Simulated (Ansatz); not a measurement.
System: tetradymite Sb2Te3. Method: PBE0 (PAW; Ansatz, a program for electronic structure).

Run with plane-wave cutoff 460 eV, 6×6×6 k mesh, Fermi–Dirac smearing 0.01 eV, scalar-relativistic PAW data made under PBE.

Cell (measured lattice):

Space group R-3m, hexagonal axes (No. 166); a = b = 4.256 Å, c = 30.363 Å, α = β = 90.00°, γ = 120.00°

| atom | site | symmetry | x | y | z |
|---|---|---|---|---|---|
| Sb | 6c | 3m | 0.0000 | 0.0000 | 0.3983 |
| Te | 3a | -3m | 0.0000 | 0.0000 | 0.0000 |
| Te | 6c | 3m | 0.0000 | 0.0000 | 0.2119 |
(The calculation used a cell of 5 atoms; values per cell refer to that cell.)

Task: Estimate the band gap that the calculation returns.

Result: 
- band gap: 0.68 eV (on the SCF k mesh)

Measured, for comparison: band gap 0.3 eV (temperature not stated, no zero-point or thermal correction, compiled measured gap; kind and temperature not stated, our sources range from 0.17 to 0.30; as tabulated in Kothakonda et al. (2022), arXiv:2208.02841).

Note: cell and atoms aren't relaxed at this level (largest force component 0.31 eV/Å, pressure 0.7 GPa).

Spin–orbit coupling is not included; with these elements it can move the gap by several tenths of an eV or more.

The computed numbers hold no vibrational or temperature effects.

The result took about 16 core-minutes (a rough figure).
